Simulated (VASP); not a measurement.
Wanted: the native input for a VASP 6.6.1 run.

- Task: single point
- Functional: PBEsol
- Potentials or basis: VASP PAW PBE potentials, release 64 (W_sv)
- Cutoff: 520 eV
- k mesh: 18 × 18 × 18
- Occupations: gaussian, width 0.1 eV
- Spin: no spin polarisation
- Further INCAR settings: ALGO = Normal; EDIFF = 1e-07

The structure of W lies in POSCAR:

```
W
1.0
    0.0000000000      1.9958246200      1.9958246200
    1.9958246200      0.0000000000      1.9958246200
    1.9958246200      1.9958246200      0.0000000000
W
1
Direct
    0.0000000000      0.0000000000      0.0000000000
```

This isn't the form of W at room conditions, which is bcc.

One way to write it, as run:

INCAR

```
PREC = Accurate
ENCUT = 520
EDIFF = 1E-7
ISMEAR = 0
SIGMA = 0.1
LREAL = False
LASPH = True
NELM = 100
ALGO = Normal
ISIF = 2
LWAVE = False
LCHARG = False
GGA = PS
```

KPOINTS

```
Automatic mesh
0
Gamma
  18 18 18
```

Potentials or basis: VASP PAW PBE potentials, release 64 (W_sv).

Run with:

```sh
$ cat potpaw_PBE.64/W_sv/POTCAR > POTCAR
$ mpirun -np 1 vasp_std > vasp.out
```

It gave:

The pressure is 2.1 GPa. The band gap on the k mesh is none (metal or under the smearing width).

Caveat: the PAW data sets were made with another functional, which shifts forces and pressure a little.

It took 14 s on 1 thread of Intel(R) Xeon(R) Platinum 8488C (Sapphire Rapids) (shared host), peak memory 0.16 GiB.
